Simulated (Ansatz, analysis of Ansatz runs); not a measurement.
# Migration in LaOF (R-3m): Cu_i hop between interstitial places, charge +1, part 2 of 2

Wanted: path and barrier of a jump of Cu in LaOF (R-3m) at charge +1. The case: Cu_i hop between interstitial places, in a cell of 36 host atoms with 1 Cu put in.

Ansatz 0.2.0; plane-wave PAW DFT, PBEsol; nudged elastic band between two relaxed defect structures at fixed charge in a uniform background.

So far, barrier forward (eV): step 4 (nudged elastic band, charge +1) 1.69.

**5. Single point at the top of the path, PBEsol**

A single point at the top of the band gives the levels near the gap and the populations there.

This step: plane-wave PAW DFT, PBEsol; single point of a defect supercell on a structure of the PBEsol path.

Contents of qp1.top.probe/input.yaml:

```yaml
crystal:
  lattice:
    - [-4.01323028, 6.95111875, 0.0]
    - [-12.03969085, 0.0, 0.0]
    - [-2.00661514, 1.15851979, 6.68937332]
  atoms:
    - { symbol: La, position: [0.13244087, 0.08370058, 0.22843926] }
    - { symbol: La, position: [0.3574678, 0.25707149, 0.7768408] }
[... 2 atom lines left out ...]
    - { symbol: F, position: [0.06180516, 0.04270587, 0.61936873] }
[... 2 atom lines left out ...]
    - { symbol: La, position: [0.43120385, 0.5506437, 0.77589649] }
    - { symbol: O, position: [0.19153014, 0.47099702, 0.85897709] }
[... 2 atom lines left out ...]
    - { symbol: F, position: [0.42906866, 0.62451571, 0.39807417] }
[... 2 atom lines left out ...]
    - { symbol: O, position: [0.1953992, 0.7888651, 0.85863681] }
[... 1 atom line left out ...]
    - { symbol: F, position: [0.00349417, 0.71364458, 0.55596682] }
[... 14 atom lines left out ...]
    - { symbol: La, position: [0.82279516, 0.95249675, 0.77479732] }
    - { symbol: O, position: [0.68917788, 0.7984244, 0.86560652] }
    - { symbol: O, position: [0.8054166, 0.88706535, 0.12067242] }
    - { symbol: F, position: [0.57647245, 0.70240581, 0.61607992] }
    - { symbol: F, position: [0.93282714, 0.95886521, 0.39366246] }
    - { symbol: Cu, position: [1.08954795, 0.72452618, -0.2465657] }
total_charge: 1
basis:
  ecutwfc: 420
  xc_grid: 2
hamiltonian:
  xc: pbesol
kpoints:
  mp_grid: { grid: [1, 1, 1], shift: [0.25, 0.25, 0.25] }
scf:
  occupations: { method: fixed }
  max_iter: 120
output:
  forces: true
  eigenvalues: true
  eigenstates: { localisation: true }
  populations: true
  write_density: true
  write_potential: true
  volumetric_format: npy
  elf: true
checkpoint:
  write: "../qp1.top.probe.run"
  compress: false
  write_wavefunctions: false
  write_every: 100000
```

Run with:

```bash
ansatz run input.yaml --threads 4 --pin off --max-ram 7536MiB --backend cpu --events-out ev --progress --plain --runs-dir out
```

Run time: 16 s. Hardware: 4 threads of Intel Xeon Platinum 8259CL at 2.50GHz (Skylake/Cascade Lake), shared host; peak memory 1.1 GiB; 55 s of CPU time.

Read from the output:

* free energy: -96941.2383 eV

States next to the filling edge at the first k-point, on the run's own zero (eigenstates.tsv). The participation number counts the atoms that a state is spread over, of 37; bands count from 0.

```csv
spin,band,energy (eV),occupation,participation,largest share on,share
both,147,8.454,2.00,13.8,O22,0.13
both,148,8.515,2.00,11.7,O34,0.18
both,149,8.645,2.00,11.6,Cu37,0.21
both,150,8.703,2.00,8.5,Cu37,0.25
both,151,8.832,2.00,12.4,Cu37,0.19
both,152,8.964,2.00,3.8,Cu37,0.45
both,153,12.884,0.00,10.0,Cu37,0.26
both,154,13.236,0.00,25.9,La32,0.08
both,155,13.375,0.00,26.0,La8,0.07
both,156,13.414,0.00,19.9,La8,0.12
both,157,13.501,0.00,23.0,La8,0.11
```

Under PBEsol at one point at (¼, ¼, ¼), the highest filled state is spread over 4 of 37 atoms, and the lowest empty one, 3.92 eV above it, is spread over 10 of 37 atoms.

Valence electrons by atom (Löwdin), nearest atoms first, with the excess over far atoms of the same element, which can also hold differences between inequivalent host sites (the log counts sites from 0):

```csv
atom,distance from the centre (Å),electrons,excess
Cu37,0.50,18.129,-
O15,1.36,6.614,0.131
F17,2.13,7.389,0.018
La8,2.44,10.201,0.198
La32,2.44,10.182,0.179
O9,3.02,6.530,0.046
F12,3.07,7.415,0.044
F36,3.13,7.408,0.037
```

ELF in the ac plane at fractional y = 0.750, through the centre, with atoms of La and O and F and Cu within 0.45 Å of it. It is the smooth field of the valence electrons, not physical close to the nuclei.

Values, 10 rows by 16 columns, each cell a mean:
```
0.15 0.29 0.67 0.77 0.71 0.38 0.07 0.03 0.06 0.40 0.72 0.78 0.71 0.39 0.09 0.12
0.24 0.24 0.45 0.72 0.81 0.63 0.13 0.03 0.04 0.21 0.62 0.78 0.78 0.53 0.13 0.17
0.32 0.56 0.25 0.32 0.51 0.31 0.07 0.21 0.33 0.20 0.14 0.33 0.37 0.18 0.09 0.14
0.36 0.20 0.20 0.19 0.12 0.04 0.12 0.63 0.79 0.74 0.40 0.06 0.03 0.11 0.50 0.60
0.77 0.47 0.11 0.08 0.04 0.02 0.06 0.40 0.69 0.73 0.53 0.12 0.01 0.17 0.69 0.80
0.46 0.27 0.09 0.03 0.05 0.09 0.05 0.04 0.15 0.23 0.17 0.05 0.02 0.03 0.16 0.42
0.54 0.70 0.72 0.50 0.09 0.07 0.05 0.17 0.69 0.78 0.76 0.56 0.11 0.06 0.04 0.11
0.78 0.50 0.24 0.72 0.46 0.08 0.09 0.19 0.75 0.47 0.18 0.72 0.50 0.06 0.05 0.18
0.47 0.74 0.55 0.77 0.59 0.14 0.27 0.15 0.38 0.73 0.63 0.78 0.59 0.09 0.10 0.08
0.07 0.22 0.39 0.40 0.20 0.06 0.14 0.13 0.06 0.18 0.35 0.36 0.19 0.06 0.07 0.07
```
Columns run along a (8.0 Å), rows up along c (7.1 Å). Atoms in or near the plane, at fractional coordinates: La at (0.13, 0.21), O at (0.20, 0.86), F at (0.00, 0.56), La at (0.63, 0.22), Cu at (0.09, 0.75).

Valence density in the ac plane at fractional y = 0.750, through the centre, with atoms of La and O and F and Cu within 0.45 Å of it. It is the smooth field of the valence electrons, not physical close to the nuclei.

Ten steps, logarithmic in the rise over the least value, from '_' (0 e/Å³) to '@' (25 e/Å³), each cell a mean:
```
____..::----..____________..::----..________
....::--++++--..__________..--====--..______
--==----++++==::__________..::==++--::____..
**%%##======--::____________..------..__..::
**@@@@**::::::..______....____........__..::
==%%%%++::..________::::::..____________..::
----==--..________..::==++--..________..::--
++::....____________::==++==..________::==**
**--..______________..--==--..________..==**
++--..________________......____________::==
::::..__________________....______________::
..::::..______________..::::::..____________
::------::..________..::--==----..________..
--========::..______..--========::..______..
--========--..______..--========--..______..
::========--::______..::--======--::________
..::======--..________..::--====--..________
__..::----::..__________....::::::..________
____....::..______________....::..__________
```
Columns run along a (8.0 Å), rows up along c (7.1 Å). Atoms in or near the plane, at fractional coordinates: La at (0.13, 0.21), O at (0.20, 0.86), F at (0.00, 0.56), La at (0.63, 0.22), Cu at (0.09, 0.75).

Electrostatic potential energy in the ac plane at fractional y = 0.750, through the centre, with atoms of La and O and F and Cu within 0.45 Å of it. With pseudopotentials it is smooth inside the atoms' cores, unlike the true potential.

Ten even steps from '0' (-35 eV) to '9' (14 eV), each cell a mean:
```
9998789999999998899999
8896337999999984489999
5466225999999995379998
1015657999999998789996
0002799999999999999996
3002799999988999999998
7546899999855899999987
4888999999943699999952
2799999999986899999951
4899999999999999999995
8889999999998899999999
8777899999876678999999
6323589999862125799998
4000158999840111589998
4035037999840360279998
6113027999962120279998
8510037999986211479999
9865568999998766789999
9998889999999998999999
```
Columns run along a (8.0 Å; values clipped at the 3rd and 97th percentile), rows up along c (7.1 Å). Atoms in or near the plane, at fractional coordinates: La at (0.13, 0.21), O at (0.20, 0.86), F at (0.00, 0.56), La at (0.63, 0.22), Cu at (0.09, 0.75).

The distance between the highest filled and the lowest empty level goes from 2.79 eV at the start to 3.92 eV at the top.

**6. Saddle search from image 2**

A minimum-mode search from an image of the band needs no end points, and checks the top by another method.

This step: plane-wave PAW DFT, PBEsol; minimum-mode saddle search in a defect supercell, started from an image of the band.

Contents of qp1.saddle/input.yaml:

```yaml
crystal:
  lattice:
    - [-4.01323028, 6.95111875, 0.0]
    - [-12.03969085, 0.0, 0.0]
    - [-2.00661514, 1.15851979, 6.68937332]
  atoms:
    - { symbol: La, position: [0.13244087, 0.08370058, 0.22843926] }
    - { symbol: La, position: [0.3574678, 0.25707149, 0.7768408] }
    - { symbol: O, position: [0.19556433, 0.1232086, 0.87121335] }
    - { symbol: O, position: [0.30755201, 0.21256379, 0.12940418] }
    - { symbol: F, position: [0.06180516, 0.04270587, 0.61936873] }
    - { symbol: F, position: [0.43311992, 0.2946288, 0.39008337] }
    - { symbol: La, position: [0.13214174, 0.42258017, 0.22285732] }
    - { symbol: La, position: [0.43120385, 0.5506437, 0.77589649] }
[... 25 atom lines left out ...]
    - { symbol: O, position: [0.8054166, 0.88706535, 0.12067242] }
    - { symbol: F, position: [0.57647245, 0.70240581, 0.61607992] }
    - { symbol: F, position: [0.93282714, 0.95886521, 0.39366246] }
    - { symbol: Cu, position: [1.08954795, 0.72452618, -0.2465657] }
total_charge: 1
basis:
  ecutwfc: 420
  xc_grid: 2
hamiltonian:
  xc: pbesol
kpoints:
  mp_grid: { grid: [1, 1, 1], shift: [0.25, 0.25, 0.25] }
scf:
  occupations: { method: fixed }
  max_iter: 120
output:
  forces: true
saddle:
  mode_guess:
    - [-0.0008, 0.0038, -0.0068]
    - [0.002, 0.0003, -0.0098]
[... 2 atom lines left out ...]
    - [0.0061, -0.0153, -0.0113]
[... 2 atom lines left out ...]
    - [0.0454, -0.0147, 0.0593]
    - [0.072, 0.0359, 0.0088]
[... 2 atom lines left out ...]
    - [-0.0248, -0.0535, 0.0226]
[... 2 atom lines left out ...]
    - [-0.0338, 0.0226, -0.0237]
[... 1 atom line left out ...]
    - [0.0347, -0.0228, -0.0327]
[... 14 atom lines left out ...]
    - [0.0339, -0.0285, 0.0481]
    - [-0.0001, -0.0571, 0.0051]
    - [0.004, -0.0074, 0.0007]
    - [0.0187, 0.0099, -0.0018]
    - [0.0215, 0.0341, 0.0132]
    - [-0.4834, 0.2726, -0.806]
  f_tol: 0.05
  max_steps: 30
  order_check: false
  dr2_threshold: 1.0e-08
```

It took 7.7 min on 4 threads; peak memory 1 GiB.

This step gave:

- free energy: -96941.2439 eV
- barrier forward: 1.689 eV
- barrier of band: 1.694 eV

This gives 1.689 eV against the band's 1.694 eV: both methods end at the same energy.

**7. Outcome**

```json
{"barrier forward": "1.69 eV (in doubt, see below)", "barrier backward": "1.94 eV", "end less start": "-0.24 eV", "hop length": "3.95 Å", "band iterations, as the log counts them": "12", "saddle search from image 2": "1.69 eV"}
```

In words: The top of the band lies 1.69 eV above the start and 1.94 eV above the end. In at least one step between neighbouring images a covalent bond changes partner or an atom goes far. The images sample such a step coarsely, so the top may lie higher. No image-charge correction is applied; it largely cancels along a path if the charge stays localised alike. Limits: one k-point off the zone centre stands for the whole zone; periodic copies of the defect are only 7.1 Å apart; spin–orbit coupling, which can matter with heavy atoms, is left out.

[Logs are printed without paths, hosts, clocks, repeated set-up lines and the standing remarks that a program may print on its own settings, such as how far it seeks lower states.]

[Hosts, paths, dates, database ids (printed as entryN), source tags and the programs' standing remarks are cut or masked in the printed files.]
